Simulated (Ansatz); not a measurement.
Ga in Ansatz: the effect of functional

The system is Ga.

```
Ga
1.0
     2.79682    0.00000    0.00000
     0.00000    3.30334    0.00000
    -1.35233    0.00000    4.01670
Ga
2
Direct
  0.13460 0.75000 0.77017
  0.86540 0.25000 0.22983
```

This isn't the form of Ga at room conditions, which is orthorhombic.

The cell isn't the ideal one: volume scaled by 1.02.

Alike in all runs:

| Item | Value |
| --- | --- |
| Program | Ansatz 0.2.0 |
| Task | single point |
| Potentials or basis | Ansatz PAW |
| k mesh | 10 × 8 × 7 |
| Occupations | fermi-dirac, width 0.05 eV |
| Spin | no spin polarisation |

| functional | cutoff | pressure (GPa) | largest force (eV/Å) |
| --- | --- | --- | --- |
| LDA | 420 eV (not typed: the program's choice for these potentials) | -3.8 | 0.06 |
| PBE | 420 eV (not typed: the program's choice for these potentials) | 1.9 | 0.08 |
| PBEsol | 420 eV (not typed: the program's choice for these potentials) | -1.7 | 0.06 |
| r2SCAN | 500 eV (not typed: the program's choice for these potentials) | ? | ? |

What does the run with functional r2SCAN give?

Pressure -1.2 GPa; largest force 0.05 eV/Å.

Caveats: the PAW data sets come from PBE, with cores solved anew for the run's functional, which leaves a small shift of forces and pressure (some runs).
